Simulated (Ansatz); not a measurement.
Runs of Ansatz 0.2.0 on SnSe. It takes space group Fm-3m (No. 225, cubic). The conventional cell has a = 6.020 Å, b = 6.020 Å, c = 6.020 Å, α = 90.00°, β = 90.00°, γ = 90.00°. Sn (site symmetry m-3m) is surrounded by 6 Se at 3.01 Å. Around Se (site symmetry m-3m) lie 6 Sn at 3.01 Å. Measurements of this composition are mostly on another form, of space group No. 62.

```csv
task,level,cell,k mesh,cutoff (eV),smearing,q mesh,points for each segment of the path,atoms under strain,gap on the mesh (eV),pressure (GPa)
relaxation of cell and atoms,r2SCAN+D3(BJ),relaxed,8 × 8 × 8,500,fermi-dirac 0.05 eV,-,-,-,0.55,0.0
phonons,PBEsol,as given,8 × 8 × 8,420,fixed,2 × 2 × 2,8,-,(a),-
elastic constants,r2SCAN,as given,7 × 7 × 7,500,fixed,-,-,relaxed,-,-0.1
band structure,PBEsol,as given,8 × 8 × 8,420,fermi-dirac 0.05 eV,-,14,-,-,-1.9
```

Alike in all rows: potentials or basis Ansatz PAW; no spin polarisation.

Q: Fill in the values left out.

A: (a) 0.65.

Caveats: the PAW data sets come from PBE, with cores solved anew for the run's functional, which leaves a small shift of forces and pressure; spin-orbit coupling is left out, which moves the levels of the heavy elements (some runs); the plane-wave basis is chosen anew once the cell has moved, so the energies of steps on either side of that aren't comparable (some runs); the dispersion damping was fitted for another functional or another form of the correction (some runs); some modes are imaginary (some runs).

A k mesh can miss the band edges, and the runs leave out spin-orbit coupling on Se, Sn.

Runs at the PBE level aren't shown here.
